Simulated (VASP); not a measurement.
# WS2 in VASP: a series of runs

Runs on WS2. Level: PBE. Tasks: single point.

Program: VASP 6.6.1. These are calculated values, not measurements. Logs are shortened: lines on timing, memory, paths and dates and some standing lists are left out, and cuts for length are marked.

## 1. The structure

The cell holds a slab with vacuum, 12 atoms: a = 3.183 Å, b = 3.183 Å, c = 39.287 Å, α = 90.00°, β = 90.00°, γ = 120.00°.

## 2. Single point, PBE

INCAR reads:

```
ALGO     = Normal         # electronic algorithm
DIPOL    = 0.5 0.5 0.500
EDIFF    = 1E-7           # SCF threshold, eV
ENCUT    = 460            # plane-wave cutoff, eV
GGA      = PE             # functional
IDIPOL   = 3            
ISIF     = 2              # what is computed and relaxed
ISMEAR   = 0              # smearing method
LASPH    = T              # aspherical terms in the spheres
LCHARG   = F              # write CHGCAR
LDIPOL   = T            
LREAL    = F              # projectors in reciprocal space
LVACPOTAV= T            
LVHAR    = T            
LWAVE    = F              # write WAVECAR
NBANDS   = 72             # bands
NELM     = 120            # most SCF steps
PREC     = Accurate       # precision mode
SIGMA    = 0.05           # smearing width, eV
```

KPOINTS reads:

```
k-points
0
Gamma
  10 10 1
```

POSCAR reads:

```
WS2
1.0
    3.1832085601      0.0000000000      0.0000000000
   -1.5916042801      2.7567394787      0.0000000000
    0.0000000000      0.0000000000     39.2869860272
S W
8 4
Direct
    0.3333333300      0.6666666600      0.0763611644
    0.3333333300      0.6666666600      0.1557302366
    0.6666666700      0.3333333400      0.2418116560
    0.6666666700      0.3333333400      0.3211807281
    0.3333333300      0.6666666600      0.6788192719
    0.3333333300      0.6666666600      0.7581883440
    0.6666666700      0.3333333400      0.8442697634
    0.6666666700      0.3333333400      0.9236388356
    0.6666666700      0.3333333400      0.1160428810
    0.3333333300      0.6666666600      0.2814990115
    0.6666666700      0.3333333400      0.7185009885
    0.3333333300      0.6666666600      0.8839571190
```

Potentials or basis: VASP PAW PBE potentials, release 64 (S, W_sv).

Started as:

```
$ cat potpaw_PBE.64/S/POTCAR potpaw_PBE.64/W_sv/POTCAR > POTCAR
$ mpirun -np 1 vasp_std > vasp.out
```

OUTCAR:

```text
EDIFF = 1E-7
   ENCUT = 460
   GGA = PE
   ISIF = 2
   ISMEAR = 0
   LASPH = T
   LREAL = F
   NELM = 120
   PREC = Accurate

 Found     14 irreducible k-points:

 Following reciprocal coordinates:
            Coordinates               Weight
  0.000000  0.000000  0.000000      1.000000
  0.100000 -0.000000  0.000000      6.000000
  0.200000 -0.000000  0.000000      6.000000
  0.300000  0.000000  0.000000      6.000000
  0.400000  0.000000  0.000000      6.000000
  0.500000 -0.000000  0.000000      3.000000
   k-points           NKPTS =     14   k-points in BZ     NKDIM =     14   number of bands    NBANDS=     72
   number of dos      NEDOS =    301   number of ions     NIONS =     12
   total plane-waves  NPLWV = 161280
   dimension x,y,z NGX =    24 NGY =   24 NGZ =  280
   dimension x,y,z NGXF=    48 NGYF=   48 NGZF=  560
   ions per type =               8   4
   NGX,Y,Z   is equivalent  to a cutoff of  12.53, 12.53, 11.85 a.u.
   NGXF,Y,Z  is equivalent  to a cutoff of  25.07, 25.07, 23.70 a.u.
 SYSTEM =  unknown system
   PREC   = accura    normal or accurate (medium, high low for compatibility)
   ISTART =      0    job   : 0-new  1-cont  2-samecut
   ICHARG =      2    charge: 1-file 2-atom 10-const
   ISPIN  =      1    spin polarized calculation?
   LNONCOLLINEAR =      F non collinear calculations
   LSORBIT =      F    spin-orbit coupling
   LASPH  =      T    aspherical Exc in radial PAW
   ENCUT  =  460.0 eV  33.81 Ry    5.81 a.u.   5.57  5.57 68.70*2*pi/ulx,y,z
   NELM   =    120;   NELMIN=  2; NELMDL= -5     # of ELM steps
   EDIFF  = 0.1E-06   stopping-criterion for ELM
   LREAL  =      F    real-space projection
   EDIFFG = 0.1E-05   stopping-criterion for IOM
   NSW    =      0    number of steps for IOM
   IBRION =     -1    ionic relax: 0-MD 1-quasi-New 2-CG
   NFREE  =      0    steps in history (QN), initial steepest desc. (CG)
   ISIF   =      2    stress and relaxation
   ISYM   =      2    0-nonsym 1-usesym 2-fastsym
   POTIM  = 0.5000    time-step for ionic-motion
   TEBEG  =    0.0;   TEEND  =   0.0 temperature during run
   PSTRESS=    0.0 pullay stress
   NELECT =     104.0000    total number of electrons
   NUPDOWN=      -1.0000    fix difference up-down
   EMIN   =  10.00;   EMAX   =-10.00  energy-range for DOS
   EFERMI =   0.00;   METHOD = LEGACY
   ISMEAR =     0;   SIGMA  =   0.05  broadening in eV -4-tet -1-fermi 0-gaus
   EFERMI_NEDOS =   21; number of points for ismear=-14 and -15
   IALGO  =     38    algorithm
   IMIX   =      4    mixing-type and parameters
     AMIX     =   0.40;   BMIX     =  1.00
     AMIX_MAG =   1.60;   BMIX_MAG =  1.00
  volume/ion in A,a.u.               =      28.73       193.88
  Fermi-wavevector in a.u.,A,eV,Ry     =   1.097951  2.074826 16.401760  1.205495
  Thomas-Fermi vector in A             =   2.234320
   LORBIT       =      0    0 simple, 1 ext, 2 COOP (PROOUT), +10 PAW based schemes
   GGA     = PE    functional components
   LHFCALC =     F    Hartree Fock is set to
   AEXX    =    0.0000 exact exchange contribution
   IVDW    =     0    specifies the selected vdW correction
   LEPSILON=     F    determine dielectric tensor
   LRPA    =     F    only Hartree local field effects (RPA)
 non-spin polarized calculation
 Gauss-broadening in eV      SIGMA  =   0.05
  energy-cutoff  :      460.00
  volume of cell :      344.75
 maximum number of plane-waves:      7841
 NGX is ok and might be reduce to    24
   NGX = 11   NGY = 11   NGZ =137

 dipolmoment           0.000000      0.000000     -0.000000 electrons x Angstroem

 number of electron     104.0000000 magnetization

 dipolmoment           0.000000      0.000000      0.000000 electrons x Angstroem

 Free energy of the ion-electron system (eV)
  ---------------------------------------------------
  ext. energy  EPLUGINS =         0.00000000
  ---------------------------------------------------
  free energy    TOTEN  =       -94.66517136 eV

  energy without entropy =      -94.66517136  energy(sigma->0) =      -94.66517136

 E-fermi :   2.7312     XC(G=0):  -7.3048

 val. band max:        2.3607265353   @ k =   0.0000   0.0000   0.0000
 cond. band min:       4.0352447583   @ k =   0.3000   0.3000   0.0000
 fundamental gap:      1.6745182230
 Fermi energy:         2.7312261115

 k-point     1 :       0.0000    0.0000    0.0000
  band No.  band energies     occupation
      1     -71.9719      2.00000
      2     -71.9719      2.00000
      3     -71.9718      2.00000
      4     -71.9718      2.00000
      5     -36.2091      2.00000
      6     -36.2090      2.00000
[... 56 lines left out ...]
     63       5.0934      0.00000
     64       5.0934      0.00000

 k-point     2 :       0.1000   -0.0000    0.0000
  band No.  band energies     occupation
      1     -71.9703      2.00000
      2     -71.9703      2.00000
      3     -71.9702      2.00000
      4     -71.9702      2.00000
      5     -36.2032      2.00000
      6     -36.2032      2.00000
[... 56 lines left out ...]
     63       4.9946      0.00000
     64       4.9947      0.00000

 k-point     3 :       0.2000   -0.0000    0.0000
  band No.  band energies     occupation
      1     -71.9661      2.00000
      2     -71.9661      2.00000
      3     -71.9661      2.00000
      4     -71.9661      2.00000
      5     -36.1879      2.00000
      6     -36.1879      2.00000
[... 56 lines left out ...]
     63       5.1256      0.00000
     64       5.1312      0.00000

 k-point     4 :       0.3000    0.0000    0.0000
  band No.  band energies     occupation
      1     -71.9609      2.00000
      2     -71.9609      2.00000
      3     -71.9609      2.00000
      4     -71.9609      2.00000
      5     -36.2830      2.00000
      6     -36.2830      2.00000
[... 56 lines left out ...]
     63       5.7121      0.00000
     64       5.7267      0.00000

 k-point     5 :       0.4000    0.0000    0.0000
  band No.  band energies     occupation
      1     -71.9567      2.00000
      2     -71.9567      2.00000
      3     -71.9567      2.00000
      4     -71.9567      2.00000
      5     -36.3646      2.00000
      6     -36.3646      2.00000
[... 56 lines left out ...]
     63       6.1656      0.00000
     64       6.1797      0.00000

 k-point     6 :       0.5000   -0.0000    0.0000
  band No.  band energies     occupation
      1     -71.9551      2.00000
      2     -71.9551      2.00000
      3     -71.9551      2.00000
      4     -71.9551      2.00000
      5     -36.3954      2.00000
      6     -36.3954      2.00000
[... 56 lines left out ...]
     63       6.2722      0.00000
     64       6.2847      0.00000

 [... further k-points ...]

 [bands above 64 left out]

------------------------ aborting loop because EDIFF is reached ----------------------------------------

  FORCE on cell =-STRESS in cart. coord.  units (eV):
  Direction    XX          YY          ZZ          XY          YZ          ZX
  --------------------------------------------------------------------------------------
  -------------------------------------------------------------------------------------
  Total        1.7811348      1.7811348      3.7467122     -0.0000000      0.0000000      0.0000000
  in kB        8.2774744      8.2774744     17.4121091     -0.0000000      0.0000000      0.0000000
  external PRESSURE =      11.3223526 kB  Pullay stress =       0.0000000 kB

 VOLUME and BASIS-vectors are now :
 -----------------------------------------------------------------------------
  energy-cutoff  :      460.00
  volume of cell :      344.75
      direct lattice vectors                 reciprocal lattice vectors
     3.183208560  0.000000000  0.000000000     0.314148439  0.181373686  0.000000000
    -1.591604280  2.756739479  0.000000000     0.000000000  0.362747372  0.000000000
     0.000000000  0.000000000 39.286986027     0.000000000  0.000000000  0.025453721

 POSITION                                       TOTAL-FORCE (eV/Angst)
 -----------------------------------------------------------------------------------
     -0.00000      1.83783      3.00000         0.000000      0.000000     -0.275039
     -0.00000      1.83783      6.11817         0.000000     -0.000000      0.228936
      1.59160      0.91891      9.50005        -0.000000      0.000000     -0.229333
      1.59160      0.91891     12.61822         0.000000      0.000000      0.274497
     -0.00000      1.83783     26.66876        -0.000000     -0.000000     -0.274497
     -0.00000      1.83783     29.78693         0.000000      0.000000      0.229333
      1.59160      0.91891     33.16881        -0.000000      0.000000     -0.228936
      1.59160      0.91891     36.28699        -0.000000     -0.000000      0.275039
      1.59160      0.91891      4.55898        -0.000000      0.000000     -0.013043
     -0.00000      1.83783     11.05925         0.000000      0.000000      0.012266
      1.59160      0.91891     28.22774        -0.000000     -0.000000     -0.012266
     -0.00000      1.83783     34.72801         0.000000     -0.000000      0.013043
 -----------------------------------------------------------------------------------
    total drift:                               -0.000000      0.000000      0.000000

  FREE ENERGIE OF THE ION-ELECTRON SYSTEM (eV)
  ---------------------------------------------------
  free  energy   TOTEN  =       -94.6651713560 eV

  energy  without entropy=      -94.6651713560  energy(sigma->0) =      -94.66517136
```

Run time: 9.9 min. Hardware: 1 thread of Intel Xeon Platinum 8488C (Sapphire Rapids), shared host; peak memory 0.52 GiB.

The run converged, but some of its settings lie outside the range that counts as converged, so its numbers aren't taken as properties of the slab.

What came out:

```yaml
Free_energy: -94.6652 eV
Largest_force: 0.275 eV/Å
Band_gap_on_the_k_mesh: 1.67 eV, indirect (least direct gap 2.13 eV)
```

Caveat: spin-orbit coupling is left out, which moves the levels of the heavy elements.

## 3. Single point, PBE

This run uses another cell than the first one, of 37.50 Å³/atom, 1.305 times its volume.

INCAR is that of step 2.

KPOINTS reads:

```
k-points
0
Gamma
  6 6 1
```

POSCAR reads:

```
WS2
1.0
    3.1832085601      0.0000000000      0.0000000000
   -1.5916042801      2.7567394787      0.0000000000
    0.0000000000      0.0000000000     51.2869860272
S W
8 4
Direct
    0.3333333300      0.6666666600      0.1754831137
    0.3333333300      0.6666666600      0.2362816100
    0.6666666700      0.3333333400      0.3022219153
    0.6666666700      0.3333333400      0.3630204116
    0.3333333300      0.6666666600      0.6369795884
    0.3333333300      0.6666666600      0.6977780847
    0.6666666700      0.3333333400      0.7637183900
    0.6666666700      0.3333333400      0.8245168863
    0.6666666700      0.3333333400      0.2058802020
    0.3333333300      0.6666666600      0.3326233233
    0.6666666700      0.3333333400      0.6673766767
    0.3333333300      0.6666666600      0.7941197980
```

Potentials or basis: VASP PAW PBE potentials, release 64 (S, W_sv).

Started as:

```
$ cat potpaw_PBE.64/S/POTCAR potpaw_PBE.64/W_sv/POTCAR > POTCAR
$ mpirun -np 1 vasp_std > vasp.out
```

OUTCAR:

```text
EDIFF = 1E-7
   ENCUT = 460
   GGA = PE
   ISIF = 2
   ISMEAR = 0
   LASPH = T
   LREAL = F
   NELM = 120
   PREC = Accurate

 Found      7 irreducible k-points:

 Following reciprocal coordinates:
            Coordinates               Weight
  0.000000  0.000000  0.000000      1.000000
  0.166667 -0.000000  0.000000      6.000000
  0.333333  0.000000  0.000000      6.000000
  0.500000 -0.000000  0.000000      3.000000
  0.166667  0.166667  0.000000      6.000000
  0.333333  0.166667  0.000000     12.000000
[... 495 lines left out ...]
 VOLUME and BASIS-vectors are now :
 -----------------------------------------------------------------------------
  energy-cutoff  :      460.00
  volume of cell :      450.06
      direct lattice vectors                 reciprocal lattice vectors
     3.183208560  0.000000000  0.000000000     0.314148439  0.181373686  0.000000000
    -1.591604280  2.756739479  0.000000000     0.000000000  0.362747372  0.000000000
     0.000000000  0.000000000 51.286986027     0.000000000  0.000000000  0.019498124

 POSITION                                       TOTAL-FORCE (eV/Angst)
 -----------------------------------------------------------------------------------
     -0.00000      1.83783      9.00000         0.000000     -0.000000     -0.279545
     -0.00000      1.83783     12.11817        -0.000000      0.000000      0.234616
      1.59160      0.91891     15.50005        -0.000000     -0.000000     -0.234568
      1.59160      0.91891     18.61822         0.000000     -0.000000      0.279147
     -0.00000      1.83783     32.66876        -0.000000      0.000000     -0.279147
     -0.00000      1.83783     35.78693         0.000000      0.000000      0.234568
      1.59160      0.91891     39.16881         0.000000     -0.000000     -0.234616
      1.59160      0.91891     42.28699        -0.000000      0.000000      0.279545
      1.59160      0.91891     10.55898        -0.000000     -0.000000     -0.012185
     -0.00000      1.83783     17.05925         0.000000      0.000000      0.012194
      1.59160      0.91891     34.22774        -0.000000     -0.000000     -0.012194
     -0.00000      1.83783     40.72801        -0.000000     -0.000000      0.012185
 -----------------------------------------------------------------------------------
    total drift:                                0.000000      0.000000      0.000000

  FREE ENERGIE OF THE ION-ELECTRON SYSTEM (eV)
  ---------------------------------------------------
  free  energy   TOTEN  =       -94.6502148749 eV

  energy  without entropy=      -94.6502148749  energy(sigma->0) =      -94.65021487

 vacuum level on the upper side and lower side of the slab         5.932         5.932
```

stdout:

```text
POSCAR found type information on POSCAR S W
 POSCAR found :  2 types and      12 ions
 scaLAPACK will be used
 LDA part: xc-table for (Slater+PW92), standard interpolation
 -----------------------------------------------------------------------------
[... 32 lines left out ...]
|     Did not find any points to average over, which means that no vacuum     |
|     field-free region was found. Please increase the size of  your cell     |
|     in the dimension of the dipole correction to obtain accurate            |
|     workfunction values.                                                    |
|                                                                             |
 -----------------------------------------------------------------------------
```

Run time: 6.4 min. Hardware: 1 thread of Intel Xeon Platinum 8488C (Sapphire Rapids), shared host; peak memory 0.53 GiB.

These settings aren't checked as converged: the numbers below hold their error.

What came out:

```yaml
Free_energy: -94.6502 eV
Largest_force: 0.280 eV/Å
Band_gap_on_the_k_mesh: 1.48 eV, indirect (least direct gap 1.77 eV)
Ionisation_potential_of_the_upper_face: 5.39 eV
```

Caveat: spin-orbit coupling is left out, which moves the levels of the heavy elements.

## 4. Single point, PBE

This run uses another cell than the first one, of 33.12 Å³/atom, 1.153 times its volume.

Edit INCAR of step 3 so:

```diff
@@ -18,2 +18,2 @@
 PREC     = Accurate       # precision mode
-SIGMA    = 0.05           # smearing width, eV
+SIGMA    = 0.02           # smearing width, eV
```

KPOINTS reads:

```
k-points
0
Gamma
  8 8 1
```

POSCAR reads:

```
WS2
1.0
    3.1832085601      0.0000000000      0.0000000000
   -1.5916042801      2.7567394787      0.0000000000
    0.0000000000      0.0000000000     45.2869860272
S W
8 4
Direct
    0.3333333300      0.6666666600      0.1324883929
    0.3333333300      0.6666666600      0.2013419843
    0.6666666700      0.3333333400      0.2760186147
    0.6666666700      0.3333333400      0.3448722061
    0.3333333300      0.6666666600      0.6551277939
    0.3333333300      0.6666666600      0.7239813853
    0.6666666700      0.3333333400      0.7986580157
    0.6666666700      0.3333333400      0.8675116071
    0.6666666700      0.3333333400      0.1669127427
    0.3333333300      0.6666666600      0.3104478564
    0.6666666700      0.3333333400      0.6895521436
    0.3333333300      0.6666666600      0.8330872573
```

Started as:

```
$ cat potpaw_PBE.64/S/POTCAR potpaw_PBE.64/W_sv/POTCAR > POTCAR
$ mpirun -np 1 vasp_std > vasp.out
```

Run time: 7.9 min. Hardware: 1 thread of Intel Xeon Platinum 8488C (Sapphire Rapids), shared host; peak memory 0.52 GiB.

These settings aren't checked as converged: the numbers below hold their error.

Results:

```
Free energy                            : -94.6613 eV
Largest force                          : 0.275 eV/Å
Band gap on the k mesh                 : 1.73 eV, indirect (least direct gap 2.23 eV)
Ionisation potential of the upper face : 5.39 eV
```

Caveat: spin-orbit coupling is left out, which moves the levels of the heavy elements.

## 5. Single point, PBE

This run uses another cell than the first one, of 33.12 Å³/atom, 1.153 times its volume.

Edit INCAR of step 4 so:

```diff
@@ -3,3 +3,3 @@
 EDIFF    = 1E-7           # SCF threshold, eV
-ENCUT    = 460            # plane-wave cutoff, eV
+ENCUT    = 520            # plane-wave cutoff, eV
 GGA      = PE             # functional
@@ -18,2 +18,2 @@
 PREC     = Accurate       # precision mode
-SIGMA    = 0.02           # smearing width, eV
+SIGMA    = 0.05           # smearing width, eV
```

KPOINTS is that of step 4.

POSCAR is that of step 4.

Started as:

```
$ cat potpaw_PBE.64/S/POTCAR potpaw_PBE.64/W_sv/POTCAR > POTCAR
$ mpirun -np 1 vasp_std > vasp.out
```

It took 8.4 min on 1 thread of Intel Xeon Platinum 8488C (Sapphire Rapids), shared host; peak memory 0.57 GiB.

These settings aren't checked as converged: the numbers below hold their error.

Results:

- Free energy: -94.6635 eV
- Largest force: 0.275 eV/Å
- Band gap on the k mesh: 1.73 eV, indirect (least direct gap 2.23 eV)
- Ionisation potential of the upper face: 5.39 eV

Caveat: spin-orbit coupling is left out, which moves the levels of the heavy elements.

(Continued in part 2 of 2.)
